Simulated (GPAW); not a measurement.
# BP (F-43m) in GPAW: further runs

Runs on BP. Level: PBE. Tasks: single point.

Everything below comes from runs of GPAW 26.7.0. Logs are shortened: lines on timing, memory, paths and dates and some standing lists are left out, and cuts for length are marked. The log counts tension as positive stress, the text compression.

### 1 The structure

Symmetry: F-43m, No. 216, cubic system. The conventional cell has a = 4.538 Å, b = 4.538 Å, c = 4.538 Å, α = 90.00°, β = 90.00°, γ = 90.00°. Around P (site symmetry -43m) lie 4 B at 1.97 Å. B (site symmetry -43m) is surrounded by 4 P at 1.97 Å.

### 2 Single point, PBE (volume scaled by 0.92)

Input file run.py:

```python
from ase.dft.bandgap import bandgap
from ase.io import read, write
from ase.units import GPa
from gpaw import GPAW, PW

atoms = read('POSCAR')

calc = GPAW(mode=PW(650),
            xc='PBE',
            kpts={'size': (8, 8, 8), 'gamma': True},
            occupations={'name': 'fermi-dirac', 'width': 0.01},
            nbands=11,
            convergence={'density': 1e-05, 'energy': 1e-05},
            maxiter=150,
            txt='gpaw.txt')
atoms.calc = calc
energy = atoms.get_potential_energy()
forces = atoms.get_forces()
stress = atoms.get_stress()
calc.write('gs.gpw')
write('result.traj', atoms)
print(f'Energy: {energy:.6f} eV')
print('Forces (eV/A):')
print(forces.round(4))
print('Stress (GPa):', (stress / GPa).round(3))
print('Fermi level:', round(calc.get_fermi_level(), 4), 'eV')
print(f'Gap: {bandgap(calc)[0]:.4f} eV, direct: {bandgap(calc, direct=True)[0]:.4f} eV')
```

Input file POSCAR:

```
BP
1.0
    0.0000000000      2.2068040467      2.2068040467
    2.2068040467      0.0000000000      2.2068040467
    2.2068040467      2.2068040467      0.0000000000
P B
1 1
Direct
    0.7500000000      0.7500000000      0.7500000000
    0.0000000000      0.0000000000      0.0000000000
```

Potentials or basis: GPAW PAW data sets (gpaw-data 1.2.1), pw.

The run is started by

```bash
OMP_NUM_THREADS=1 python run.py
```

gpaw.txt:

```text
__  _  _
 | _ |_)|_||  |
 |__||  | ||/\| - 26.7.0

Input parameters:
  mode=PW(ecut=650.0),
  convergence={'density': 1e-05, 'energy': 1e-05},
  kpts=MonkhorstPack(size=(8, 8, 8), gamma=True),
  maxiter=150,
  nbands=11,
  occupations=Occupations(name='fermi-dirac', width=0.01),
  xc=XC(name='PBE')

Diagonalizing LCAO Hamiltonian
Converting LCAO to pw mode

                 P

       B

Atoms  # Å, Bohr magnetons
|   | symbol |        x |        y |        z |    initial magnetic moments |
|---|--------|----------|----------|----------|-----------------------------|
| 0 |      P | 3.310206 | 3.310206 | 3.310206 | ( 0.0000,  0.0000,  0.0000) |
| 1 |      B | 0.000000 | 0.000000 | 0.000000 | ( 0.0000,  0.0000,  0.0000) |

Unit cell  # Å
| periodic |        x |        y |        z |  lengths |    angles |
|----------|----------|----------|----------|----------|-----------|
|      yes | 0.000000 | 2.206804 | 2.206804 | 3.120892 | 60.000000 |
|      yes | 2.206804 | 0.000000 | 2.206804 | 3.120892 | 60.000000 |
|      yes | 2.206804 | 2.206804 | 0.000000 | 3.120892 | 60.000000 |

Number of symmetries: 24
Symmetry operations  # r_c * U_cc + t_c -> r_c
|    | kind |            matrix            |
|----|------|------------------------------|
|  0 |  E   |  1, 0, 0,  0, 1, 0,  0, 0, 1 |
|  1 |  σ   |  1, 0, 0,  0, 0, 1,  0, 1, 0 |
|  2 |  σ   |  1, 0,-1,  0, 1,-1,  0, 0,-1 |
|  3 |  C3  |  1, 0,-1,  0, 0,-1,  0, 1,-1 |
|  4 |  C3  |  1,-1, 0,  0,-1, 1,  0,-1, 0 |
|  5 |  σ   |  1,-1, 0,  0,-1, 0,  0,-1, 1 |
|  6 |  σ   |  0, 1, 0,  1, 0, 0,  0, 0, 1 |
|  7 |  C3  |  0, 1, 0,  0, 0, 1,  1, 0, 0 |
|  8 |  C2  |  0, 1,-1,  1, 0,-1,  0, 0,-1 |
|  9 |  S4  |  0, 1,-1,  0, 0,-1,  1, 0,-1 |
| 10 |  C3  |  0, 0, 1,  1, 0, 0,  0, 1, 0 |
| 11 |  σ   |  0, 0, 1,  0, 1, 0,  1, 0, 0 |
| 12 |  S4  |  0, 0,-1,  1, 0,-1,  0, 1,-1 |
| 13 |  C3  |  0, 0,-1,  0, 1,-1,  1, 0,-1 |
| 14 |  S4  |  0,-1, 1,  1,-1, 0,  0,-1, 0 |
| 15 |  C2  |  0,-1, 1,  0,-1, 0,  1,-1, 0 |
| 16 |  C3  |  0,-1, 0,  1,-1, 0,  0,-1, 1 |
| 17 |  S4  |  0,-1, 0,  0,-1, 1,  1,-1, 0 |
| 18 |  S4  | -1, 1, 0, -1, 0, 1, -1, 0, 0 |
| 19 |  C3  | -1, 1, 0, -1, 0, 0, -1, 0, 1 |
| 20 |  C3  | -1, 0, 1, -1, 1, 0, -1, 0, 0 |
| 21 |  S4  | -1, 0, 1, -1, 0, 0, -1, 1, 0 |
| 22 |  σ   | -1, 0, 0, -1, 1, 0, -1, 0, 1 |
| 23 |  C2  | -1, 0, 0, -1, 0, 1, -1, 1, 0 |

BZ-sampling:
  Number of BZ points: 512
  Number of IBZ points: 29

  Monkhorst-Pack size: [8, 8, 8]
  Monkhorst-Pack shift: [0.0625, 0.0625, 0.0625]

K-points  # in reciprocal-cell coordinates
|     |                                coordinates |     weight |
|-----|--------------------------------------------|------------|
|   0 | (  0.00000000,   0.00000000,   0.00000000) | 0.00195312 |
|   1 | (  0.12500000,   0.12500000,   0.00000000) | 0.01171875 |
|   2 | (  0.12500000,   0.12500000,   0.12500000) | 0.01562500 |
|   3 | (  0.25000000,   0.12500000,   0.12500000) | 0.02343750 |
|   4 | (  0.25000000,   0.25000000,   0.00000000) | 0.01171875 |
|   5 | (  0.25000000,   0.25000000,   0.12500000) | 0.04687500 |
|   6 | (  0.25000000,   0.25000000,   0.25000000) | 0.01562500 |
|   7 | (  0.37500000,   0.25000000,  -0.37500000) | 0.04687500 |
|   8 | (  0.37500000,   0.25000000,   0.12500000) | 0.04687500 |
|   9 | (  0.37500000,   0.25000000,   0.25000000) | 0.04687500 |
| ... |                                            |            |
|  28 | (  0.50000000,   0.50000000,   0.50000000) | 0.00781250 |

Plane wave coefficients: 869
Cutoff: 650.0 eV

Spin-components: 1 (collinear spins)
Bands:           11
Projectors:      10
Spin-degeneracy: 2
Datatype:        complex128

Density:
  Valence electrons: 8.0
  Components: 1
  Grid points: [20 20 20]
  Charge: 0.0  # |e|

Potential:
  Grid points: [20 20 20]

species:
  P:
    name:    Phosphorus
    Z:       15.0
    valence: 5
    core:    10
    charge:  0.0  # [|e|]
    compensation charges:
      type: gauss
      rc: 0.30  # [Å]
      lmax: 2
    cutoffs:
      filter: 1.69  # [Å]
      core: 1.81  # [Å]
    projectors
    | kind |    occ | energy [eV] | rcut [Å] |
    |------|--------|-------------|----------|
    |   3s |  2.000 |     -13.968 |    0.953 |
    |   3p |  3.000 |      -5.506 |    0.953 |
    |    s |        |      13.244 |    0.953 |
    |    p |        |      21.705 |    0.953 |
    |    d |        |       0.000 |    0.953 |

    Using partial waves for P as LCAO basis

  B:
    name:    Boron
    Z:       5.0
    valence: 3
    core:    2
    charge:  0.0  # [|e|]
    compensation charges:
      type: gauss
      rc: 0.20  # [Å]
      lmax: 2
    cutoffs:
      filter: 1.14  # [Å]
      core: 1.38  # [Å]
    projectors
    | kind |    occ | energy [eV] | rcut [Å] |
    |------|--------|-------------|----------|
    |   2s |  2.000 |      -9.443 |    0.635 |
    |   2p |  1.000 |      -3.606 |    0.635 |
    |    s |        |      17.768 |    0.635 |
    |    p |        |      23.605 |    0.635 |
    |    d |        |       0.000 |    0.635 |

    Using partial waves for B as LCAO basis

Reference energy: -9972.403226  # eV

eigensolver:
  PPCG
  Converge bands: occupied
  niter=2

density mixing:
  MSR1-Mixer
  Pratt-step length: 0.05
  Maximum mixing coefficient: 0.75
  Old densities: 10
  SVD Regularization: 0.005
  Good broyden scale: 1.0
  Trust region scale: 1.0
  Backstep threshold: 4.0
  History deletion threshold: 6.0
  Fourier metric: weight=20.0, sigma=0.015

occupation numbers:
  Fermi-Dirac:
    width: 0.0100  # eV

poisson solver:
  ecut: 5200.0  # eV

xc functional:
  name: PBE with 2 nearest neighbor stencil

convergence criteria:
- Maximum integral of absolute [dens]ity change: 1e-05 electrons / valence electron
- Maximum [total energy] change in last 3 cyles: 1e-05 eV / valence electron
- Maximum integral of absolute [eigenst]ate change: 4e-08 eV^2 / valence electron
maximum number of iterations: 150

SCF iterations
|iter     | |      energy | eigst |  dens |
|---------|-|-------------|-------|-------|
|iter:   1| |  -13.560324 | +0.14 |       |
|iter:   2| |  -13.420058 | -2.12 | -0.68 |
|iter:   3| |  -12.785635 | -1.40 | -0.71 |
|iter:   4| |  -12.778037 | -2.90 | -1.43 |
|iter:   5| |  -12.778374 | -3.97 | -1.93 |
|iter:   6| |  -12.778424 | -5.47 | -2.59 |
|iter:   7| |  -12.778424c| -7.46c| -3.77 |
|iter:   8| |  -12.778424c| -8.48c| -4.33 |
|iter:   9| |  -12.778424c| -9.48c| -5.62c|

Converged in 9 steps
Energy contributions relative to reference atoms: (reference = -9972.403226)

Energy contributions:
  Kinetic:          21.036314
  Coulomb:         -17.455171
  Zero:             -0.033198
  External:          0.000000
  Xc:              -16.326369
  Entropy:          -0.000000
  Spinorbit:         0.000000
  ----------------------------
  Free energy:     -12.778424
  Extrapolated:    -12.778424

dipole moment: (-3.119539, -3.119539, -3.119539)  # |e|*Ang

Fermi level: 9.863
Eigenvalues  # (at kpt = [0.000, 0.000, 0.000])
| band index |      eig [eV] | occ [0-2] |
|------------|---------------|-----------|
|          0 |        -6.932 |     2.000 |
|          1 |         9.292 |     2.000 |
|          2 |         9.292 |     2.000 |
|          3 |         9.292 |     2.000 |
|          4 |        12.836 |     0.000 |
|          5 |        12.836 |     0.000 |
|          6 |        12.836 |     0.000 |
|          7 |        17.994 |     0.000 |
|          8 |        21.452 |     0.000 |
|          9 |        21.557 |     0.000 |
|         10 |        21.557 |     0.000 |

Gap: 1.165 eV
Transition (v -> c):
  (s=0, k=0, n=3, [0.00, 0.00, 0.00]) -> (s=0, k=24, n=4, [0.50, 0.50, 0.00])
Direct/indirect transitions are different
Direct gap: 3.544 eV
Transition at: (s=0, k=0, n=3, [0.00, 0.00, 0.00])

Forces  # eV/Ang
|       x |       y |       z |
|---------|---------|---------|
| 0.00000 | 0.00000 | 0.00000 |  # P    0
| 0.00000 | 0.00000 | 0.00000 |  # B    1

Stress tensor  # eV/Ang^3
|         x |         y |         z |
|-----------|-----------|-----------|
| -0.110902 |  0.000000 | -0.000000 |
|  0.000000 | -0.110902 |  0.000000 |
| -0.000000 |  0.000000 | -0.110902 |

# Writing to gs.gpw (mode='')
```

It took 5.1 s on 1 thread of Arm Neoverse V2, shared host; peak memory 0.13 GiB.

What came out:

| Quantity | Value |
| --- | --- |
| Free energy | -12.7784 eV |
| Pressure | 17.8 GPa |
| Band gap on the k mesh | 1.17 eV, indirect (least direct gap 3.54 eV) |

Levels at points of the mesh, in eV from the valence-band top:
| k point | band 2 | band 3 | band 4 | band 5 | band 6 | band 7 |
| --- | --- | --- | --- | --- | --- | --- |
| (0.00, 0.00, 0.00) | 0.00 | 0.00 | 0.00 | 3.54 | 3.54 | 3.54 |
| (0.50, 0.50, 0.00) | -9.02 | -4.42 | -4.42 | 1.17 | 1.58 | 12.87 |
| (0.50, 0.50, 0.50) | -9.65 | -1.85 | -1.85 | 4.29 | 4.76 | 4.76 |

Caveat: the cutoff is short for stress and forces, so pressures can be off by a GPa or more. A k mesh can miss the band edges.

### 3 Single point, PBE

Input file run.py:

```python
from ase.io import read
from gpaw import PW
from gpaw.dft import DFT

atoms = read('BP.cif')

dft = DFT(atoms,
          mode=PW(800),
          xc='PBE',
          kpts={'size': (10, 10, 10), 'gamma': True},
          occupations={'name': 'fermi-dirac', 'width': 0.05},
          nbands=11,
          convergence={'density': 1e-05, 'energy': 1e-05},
          maxiter=150,
          txt='gpaw.txt')
print(f'Energy: {dft.calculate_energy():.6f} eV')
print('Forces (eV/A):')
print(dft.calculate_forces().round(4))
print('Stress (eV/A^3):', dft.calculate_stress().round(6))
dft.write_gpw_file('gs.gpw')
```

Input file BP.cif:

```cif
data_BP
_cell_length_a 3.20885057
_cell_length_b 3.20885057
_cell_length_c 3.20885057
_cell_angle_alpha 60.00000000
_cell_angle_beta 60.00000000
_cell_angle_gamma 60.00000000
_space_group_name_H-M_alt 'P1'
_space_group_name_Hall 'P 1'
_space_group_IT_number 1
loop_
_space_group_symop_operation_xyz
'x,y,z'
loop_
_atom_site_label
_atom_site_type_symbol
_atom_site_symmetry_multiplicity
_atom_site_Wyckoff_symbol
_atom_site_fract_x
_atom_site_fract_y
_atom_site_fract_z
_atom_site_occupancy
P1 P 1 a 0.7500000000 0.7500000000 0.7500000000 1
B1 B 1 a 0.0000000000 0.0000000000 0.0000000000 1
```

Potentials or basis: GPAW PAW data sets (gpaw-data 1.2.1), pw.

The run is started by

```bash
OMP_NUM_THREADS=1 python run.py
```

Run time: 11 s. Hardware: 1 thread of Arm Neoverse V2, shared host; peak memory 0.15 GiB.

It converged, with:

| Item | Value |
| --- | --- |
| Free energy | -12.8945 eV |
| Pressure | 1.4 GPa |
| Band gap on the k mesh | 1.24 eV, indirect (least direct gap 3.41 eV) |

Levels at points of the mesh, in eV from the valence-band top:
| k point | band 2 | band 3 | band 4 | band 5 | band 6 | band 7 |
| --- | --- | --- | --- | --- | --- | --- |
| (0.00, 0.00, 0.00) | 0.00 | 0.00 | 0.00 | 3.41 | 3.41 | 3.41 |
| (0.50, 0.50, 0.00) | -8.58 | -4.11 | -4.11 | 1.34 | 1.66 | 12.09 |
| (0.50, 0.50, 0.50) | -9.04 | -1.76 | -1.76 | 3.78 | 4.71 | 4.71 |

A k mesh can miss the band edges. Expect the measured gap to be larger: semilocal functionals such as PBE lack the derivative discontinuity.

### 4 For comparison

An earlier run on the cell as given: functional PBE; potentials or basis GPAW PAW data sets (gpaw-data 1.2.1); cutoff 800 eV; basis pw; k mesh 10 × 10 × 10; occupations fermi-dirac, width 0.05 eV; no spin polarisation.

* Pressure: 1.4 GPa
* Band gap on the k mesh: 1.24 eV, indirect (least direct gap 3.41 eV)
